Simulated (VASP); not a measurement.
COH2: single point with PBE

COH2, in a box:

```xyz
4
Lattice="12.4948 0.0000 0.0000 0.0000 12.9948 0.0000 0.0000 0.0000 13.4948" Properties=species:S:1:pos:R:3 pbc="T T T"
C     6.2476    6.5466    6.7475
O     6.5983    5.3997    6.9379
H     6.8842    7.4162    7.0430
H     5.2696    6.7936    6.2668
```

```json
{
 "Program": "VASP 6.6.1",
 "Task": "single point",
 "Functional": "PBE",
 "Potentials or basis": "VASP PAW PBE potentials, release 64 (C, O, H)",
 "Cutoff": "400 eV",
 "k mesh": "1 × 1 × 1",
 "Occupations": "gaussian, width 0.01 eV",
 "Spin": "no spin polarisation"
}
```

```yaml
Largest_force: 0.028 eV/Å
Gap_between_the_frontier_levels: 3.52 eV
```

Forces in eV/Å, atoms in the order of the input:
```
C   -0.007  0.023 -0.004
O    0.007 -0.026  0.005
H    0.010  0.005  0.004
H   -0.010 -0.002 -0.006
```

Levels at points of the mesh, in eV from the valence-band top:
```tsv
k point	band 2	band 3	band 4	band 5	band 6	band 7	band 8	band 9	band 10	band 11
(0.00, 0.00, 0.00)	-9.44	-5.84	-4.66	-3.78	0.00	3.52	5.75	6.50	6.67	6.77
```

It took 24 s on 4 MPI ranks on AMD EPYC 9R45 (Zen 5), on a shared host, peak memory 0.41 GiB a rank.

Caveat: the standard files for N, O and F lose accuracy on very short bonds.
